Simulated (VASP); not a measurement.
# C (I4_1/amd) in VASP: further runs, part 2 of 2

VASP 6.6.1. The steps go on from the part before.

**3. Single point, PBEsol (strain +0.000 along x and y, -0.080 along z, atoms carried along)**

Input file INCAR:

```
PREC = Accurate ; ENCUT = 520
EDIFF = 1E-6 ; ISMEAR = 0
SIGMA = 0.05 ; LREAL = F
LASPH = T ; NELM = 80
ALGO = Normal ; ISIF = 2
LWAVE = F ; LCHARG = F
GGA = PS ; NBANDS = 11
```

Input file KPOINTS:

```
regular mesh
0
Gamma
  12 12 12
```

Input file POSCAR:

```
C
1.0
    0.0000000000      1.7769046139      1.6347522448
    1.7769046139      0.0000000000      1.6347522448
    1.7769046139      1.7769046139      0.0000000000
C
2
Direct
    0.5000000000      0.5000000000      0.5000000000
    0.7500000000      0.7500000000      0.7500000000
```

Potentials or basis: VASP PAW PBE potentials, release 64 (C).

Command:

```sh
> cat potpaw_PBE.64/C/POTCAR > POTCAR
> mpirun -np 1 vasp_std > vasp.out
```

OUTCAR:

```text
PREC = Accurate
   ENCUT = 520
   EDIFF = 1E-6
   ISMEAR = 0
   LREAL = F
   LASPH = T
   NELM = 80
   ISIF = 2
   GGA = PS

 ion  position               nearest neighbor table
   1  0.500  0.500  0.500-   2 1.50   2 1.50   2 1.50   2 1.50
   2  0.750  0.750  0.750-   1 1.50   1 1.50   1 1.50   1 1.50

  LATTYP: Found a body centered tetragonal cell.
 ALAT       =     2.5129226040
 C/A-ratio  =     1.3010764774

  Lattice vectors:

 A1 = (   0.0000000000,  -1.7769046139,  -1.6347522448)
 A2 = (   0.0000000000,   1.7769046139,  -1.6347522448)
 A3 = (   1.7769046139,   0.0000000000,   1.6347522448)

Analysis of symmetry for initial positions (statically):
=====================================================================
 Subroutine PRICEL returns:
 Original cell was already a primitive cell.

 Routine SETGRP: Setting up the symmetry group for a
 body centered tetragonal supercell.

 Subroutine GETGRP returns: Found 16 space group operations
 (whereof  8 operations were pure point group operations)
 out of a pool of 16 trial point group operations.

The static configuration has the point symmetry D_2d.
 The point group associated with its full space group is D_4h.

Analysis of symmetry for dynamics (positions and initial velocities):
=====================================================================
 Subroutine PRICEL returns:
 Original cell was already a primitive cell.

 Routine SETGRP: Setting up the symmetry group for a
 body centered tetragonal supercell.

 Subroutine GETGRP returns: Found 16 space group operations
 (whereof  8 operations were pure point group operations)
 out of a pool of 16 trial point group operations.

The dynamic configuration has the point symmetry D_2d.
 The point group associated with its full space group is D_4h.

 Subroutine INISYM returns: Found 16 space group operations
 (whereof  8 operations are pure point group operations),
 and found     1 'primitive' translations

----------------------------------------------------------------------------------------

                                     Primitive cell

  volume of cell :      10.3231

  direct lattice vectors                    reciprocal lattice vectors
     0.000000000  1.776904614  1.634752245    -0.281388205  0.281388205  0.305856745
     1.776904614  0.000000000  1.634752245     0.281388205 -0.281388205  0.305856745
     1.776904614  1.776904614  0.000000000     0.281388205  0.281388205 -0.305856745

  length of vectors
     2.414498894  2.414498894  2.512922604     0.501903369  0.501903369  0.501903369

  position of ions in fractional coordinates (direct lattice)
     0.500000000  0.500000000  0.500000000
     0.750000000  0.750000000  0.750000000

  ion indices of the primitive-cell ions
   primitive index   ion index
                 1           1
                 2           2

----------------------------------------------------------------------------------------

 KPOINTS: regular mesh

Automatic generation of k-mesh.
 Grid dimensions read from file:
 generate k-points for:   12   12   12

 Generating k-lattice:

  Cartesian coordinates                     Fractional coordinates (reciprocal lattice)
    -0.023449017  0.023449017  0.025488062     0.083333333  0.000000000  0.000000000
     0.023449017 -0.023449017  0.025488062     0.000000000  0.083333333  0.000000000
     0.023449017  0.023449017 -0.025488062     0.000000000  0.000000000  0.083333333

  Length of vectors
     0.041825281  0.041825281  0.041825281

  Shift w.r.t. Gamma in fractional coordinates (k-lattice)
     0.000000000  0.000000000  0.000000000

 Subroutine IBZKPT returns following result:
 ===========================================

 Found    163 irreducible k-points:

 Following reciprocal coordinates:
            Coordinates               Weight
  0.000000  0.000000  0.000000      1.000000
  0.083333 -0.000000  0.000000      8.000000
  0.166667 -0.000000  0.000000      8.000000
  0.250000 -0.000000  0.000000      8.000000
  0.333333 -0.000000  0.000000      8.000000
  0.416667  0.000000  0.000000      8.000000
[... 16 lines left out ...]
  0.500000  0.166667  0.000000      8.000000
 -0.416667  0.166667  0.000000      8.000000
 [... further k-points ...]
   k-points           NKPTS =    163   k-points in BZ     NKDIM =    163   number of bands    NBANDS=     11
   number of dos      NEDOS =    301   number of ions     NIONS =      2
   total plane-waves  NPLWV =   6480
   dimension x,y,z NGX =    18 NGY =   18 NGZ =   20
   dimension x,y,z NGXF=    36 NGYF=   36 NGZF=   40
   ions per type =               2
   NGX,Y,Z   is equivalent  to a cutoff of  12.39, 12.39, 13.23 a.u.
   NGXF,Y,Z  is equivalent  to a cutoff of  24.79, 24.79, 26.46 a.u.
 SYSTEM =  unknown system
   PREC   = accura    normal or accurate (medium, high low for compatibility)
   ISTART =      0    job   : 0-new  1-cont  2-samecut
   ICHARG =      2    charge: 1-file 2-atom 10-const
   ISPIN  =      1    spin polarized calculation?
   LNONCOLLINEAR =      F non collinear calculations
   LSORBIT =      F    spin-orbit coupling
   LASPH  =      T    aspherical Exc in radial PAW
   ENCUT  =  520.0 eV  38.22 Ry    6.18 a.u.   4.49  4.49  4.67*2*pi/ulx,y,z
   NELM   =     80;   NELMIN=  2; NELMDL= -5     # of ELM steps
   EDIFF  = 0.1E-05   stopping-criterion for ELM
   LREAL  =      F    real-space projection
   EDIFFG = 0.1E-04   stopping-criterion for IOM
   NSW    =      0    number of steps for IOM
   IBRION =     -1    ionic relax: 0-MD 1-quasi-New 2-CG
   NFREE  =      0    steps in history (QN), initial steepest desc. (CG)
   ISIF   =      2    stress and relaxation
   ISYM   =      2    0-nonsym 1-usesym 2-fastsym
   POTIM  = 0.5000    time-step for ionic-motion
   TEBEG  =    0.0;   TEEND  =   0.0 temperature during run
   PSTRESS=    0.0 pullay stress
   NELECT =       8.0000    total number of electrons
   NUPDOWN=      -1.0000    fix difference up-down
   EMIN   =  10.00;   EMAX   =-10.00  energy-range for DOS
   EFERMI =   0.00;   METHOD = LEGACY
   ISMEAR =     0;   SIGMA  =   0.05  broadening in eV -4-tet -1-fermi 0-gaus
   EFERMI_NEDOS =   21; number of points for ismear=-14 and -15
   IALGO  =     38    algorithm
   IMIX   =      4    mixing-type and parameters
     AMIX     =   0.40;   BMIX     =  1.00
     AMIX_MAG =   1.60;   BMIX_MAG =  1.00
  volume/ion in A,a.u.               =       5.16        34.83
  Fermi-wavevector in a.u.,A,eV,Ry     =   1.503724  2.841626 30.765298  2.261186
  Thomas-Fermi vector in A             =   2.614797
   LORBIT       =      0    0 simple, 1 ext, 2 COOP (PROOUT), +10 PAW based schemes
   GGA     = PS    functional components
   LHFCALC =     F    Hartree Fock is set to
   AEXX    =    0.0000 exact exchange contribution
   IVDW    =     0    specifies the selected vdW correction
   LEPSILON=     F    determine dielectric tensor
   LRPA    =     F    only Hartree local field effects (RPA)
 non-spin polarized calculation
 Gauss-broadening in eV      SIGMA  =   0.05
  energy-cutoff  :      520.00
  volume of cell :       10.32
 maximum number of plane-waves:       294
 NGX is ok and might be reduce to    18
   NGX =  9   NGY =  9   NGZ =  9

 number of electron       8.0000000 magnetization

 Free energy of the ion-electron system (eV)
  ---------------------------------------------------
  ext. energy  EPLUGINS =         0.00000000
  ---------------------------------------------------
  free energy    TOTEN  =       -18.98444982 eV

  energy without entropy =      -18.98444982  energy(sigma->0) =      -18.98444982

 E-fermi :  12.1601     XC(G=0): -13.9118

 val. band max:       11.9464583427   @ k =   0.0000   0.0000   0.0000
 cond. band min:      14.0008847635   @ k =   0.4167   0.4167   0.0000
 fundamental gap:      2.0544264207
 Fermi energy:        12.1601252919

 k-point     1 :       0.0000    0.0000    0.0000
  band No.  band energies     occupation
      1     -11.7003      2.00000
      2      10.7233      2.00000
      3      10.7233      2.00000
      4      11.9465      2.00000
      5      16.2974      0.00000
      6      17.3611      0.00000
      7      17.3611      0.00000
      8      26.6416      0.00000
      9      31.4354      0.00000
     10      36.3961      0.00000
     11      37.9447      0.00000
[... 309 lines left out ...]
 k-point    24 :      -0.4167    0.1667    0.0000
  band No.  band energies     occupation
      1      -5.0893      2.00000
      2      -2.1152      2.00000
      3       6.1879      2.00000
      4       6.3558      2.00000
      5      17.7668      0.00000
      6      21.7202      0.00000
      7      24.2445      0.00000
      8      26.9976      0.00000
      9      31.4051      0.00000
     10      36.2919      0.00000
     11      37.3382      0.00000

 [... further k-points ...]
[... 5 lines left out ...]
  --------------------------------------------------------------------------------------
  -------------------------------------------------------------------------------------
  Total        1.2589740      1.2589740      6.2035472      0.0000000      0.0000000      0.0000000
  in kB      195.3966843    195.3966843    962.8098140      0.0000000      0.0000000      0.0000000
  external PRESSURE =     451.2010609 kB  Pullay stress =       0.0000000 kB

 VOLUME and BASIS-vectors are now :
 -----------------------------------------------------------------------------
  energy-cutoff  :      520.00
  volume of cell :       10.32
      direct lattice vectors                 reciprocal lattice vectors
     0.000000000  1.776904614  1.634752245    -0.281388205  0.281388205  0.305856745
     1.776904614  0.000000000  1.634752245     0.281388205 -0.281388205  0.305856745
     1.776904614  1.776904614  0.000000000     0.281388205  0.281388205 -0.305856745

 POSITION                                       TOTAL-FORCE (eV/Angst)
 -----------------------------------------------------------------------------------
      1.77690      1.77690      1.63475         0.000000      0.000000      0.000000
      2.66536      2.66536      2.45213        -0.000000     -0.000000     -0.000000
 -----------------------------------------------------------------------------------
    total drift:                                0.000000     -0.000000      0.000000

  FREE ENERGIE OF THE ION-ELECTRON SYSTEM (eV)
  ---------------------------------------------------
  free  energy   TOTEN  =       -18.9844498241 eV

  energy  without entropy=      -18.9844498241  energy(sigma->0) =      -18.98444982
```

OSZICAR:

```text
N       E                     dE             d eps       ncg     rms          rms(c)
DAV:   1     0.410458397522E+00    0.41046E+00   -0.49234E+03  3781   0.709E+02
DAV:   2    -0.194872615591E+02   -0.19898E+02   -0.19301E+02  4743   0.133E+02
DAV:   3    -0.198347793253E+02   -0.34752E+00   -0.34675E+00  4195   0.132E+01
DAV:   4    -0.198352569303E+02   -0.47760E-03   -0.47760E-03  3863   0.607E-01
DAV:   5    -0.198352573704E+02   -0.44011E-06   -0.44009E-06  4099   0.173E-02    0.629E+00
DAV:   6    -0.192020808087E+02    0.63318E+00   -0.32906E-01  3693   0.405E+00    0.371E+00
DAV:   7    -0.189837373764E+02    0.21834E+00   -0.38704E-01  3870   0.443E+00    0.833E-01
DAV:   8    -0.189844276715E+02   -0.69030E-03   -0.86840E-03  3826   0.759E-01    0.300E-02
DAV:   9    -0.189844424978E+02   -0.14826E-04   -0.12139E-05  4198   0.323E-02    0.225E-02
DAV:  10    -0.189844499446E+02   -0.74468E-05   -0.27194E-06  3931   0.149E-02    0.433E-03
DAV:  11    -0.189844498241E+02    0.12042E-06   -0.72852E-08  2048   0.242E-03
   1 F= -.18984450E+02 E0= -.18984450E+02  d E =-.191432E-12
```

Wall time 15 s (1 thread of Intel Xeon Platinum 8488C (Sapphire Rapids), shared host); peak memory 0.12 GiB.

What came out:

* Free energy: -18.9844 eV
* Pressure: 45.1 GPa
* Band gap on the k mesh: 2.05 eV, indirect (least direct gap 4.35 eV)

Caveat: so large a pressure means that the cell lies far from this level's equilibrium, or that cutoff or potentials fall short; the potentials were made for another functional, which shifts forces and pressure. A k mesh can miss the band edges.

**4. Single point, PBEsol (strain -0.040 along x and y, -0.080 along z, atoms carried along)**

Input file INCAR:

```
SYSTEM = C
ALGO = Normal
EDIFF = 1E-7
ENCUT = 520
GGA = PS
ISIF = 2
ISMEAR = 0
LASPH = .TRUE.
LCHARG = .FALSE.
LREAL = .FALSE.
LWAVE = .FALSE.
NBANDS = 11
NELM = 80
PREC = Accurate
SIGMA = 0.05
```

Input file KPOINTS:

```
k-points
0
G
  12 12 12
  0 0 0
```

Input file POSCAR:

```
C
1.0
    0.0000000000      1.7058284293      1.6347522448
    1.7058284293      0.0000000000      1.6347522448
    1.7058284293      1.7058284293      0.0000000000
C
2
Direct
    0.5000000000      0.5000000000      0.5000000000
    0.7500000000      0.7500000000      0.7500000000
```

Command:

```sh
> cat potpaw_PBE.64/C/POTCAR > POTCAR
> mpirun -np 1 vasp_std > vasp.out
```

Run time: 16 s. Hardware: 1 thread of Intel Xeon Platinum 8488C (Sapphire Rapids), shared host; peak memory 0.12 GiB.

The run converged. Its results:

```yaml
Free_energy: -18.7235 eV
Pressure: 102.0 GPa
Band_gap_on_the_k_mesh: 3.24 eV, indirect (least direct gap 5.21 eV)
```

Stress tensor (GPa, compression positive):
```
 87.20   0.00   0.00
  0.00  87.20   0.00
  0.00   0.00 131.54
```

Levels at points of the mesh, in eV from the valence-band top:
```
           k point  band 1  band 2  band 3  band 4  band 5  band 6  band 7  band 8  band 9
(0.00, 0.00, 0.00)  -24.50   -0.69   -0.69    0.00    5.21    5.78    5.78   17.11   20.97
(0.50, 0.00, 0.00)  -17.56  -16.04   -4.19   -3.32    8.38    8.56   11.26   16.58   23.89
(0.50, 0.50, 0.00)  -14.05  -14.05   -8.42   -8.42    3.76    3.76   19.31   19.31   26.65
(0.50, 0.00, 0.50)  -14.85  -14.85   -7.68   -7.68    4.90    4.90   18.98   18.98   25.86
```

Caveat: the cell as given lies far from equilibrium; so large a pressure means that the cell lies far from this level's equilibrium, or that cutoff or potentials fall short; the potentials were made for another functional, which shifts forces and pressure.

**5. Overview**

| cell | gap on the mesh (eV) | pressure (GPa) |
| --- | --- | --- |
| strain +0.080 along x and y, -0.040 along z, atoms carried along | 1.17 | -40.2 |
| strain +0.000 along x and y, -0.080 along z, atoms carried along | 2.05 | 45.1 |
| strain -0.040 along x and y, -0.080 along z, atoms carried along | 3.24 | 102.0 |

Alike in all rows: task single point; level PBEsol; potentials or basis VASP PAW PBE potentials, release 64 (C); no spin polarisation; k mesh 12 × 12 × 12; cutoff (eV) 520; smearing gaussian 0.05 eV.

Caveats: so large a pressure means that the cell lies far from this level's equilibrium, or that cutoff or potentials fall short; the potentials were made for another functional, which shifts forces and pressure; the cell as given lies far from equilibrium (some runs).

Absolute energies hang on the potentials; compare differences alone.
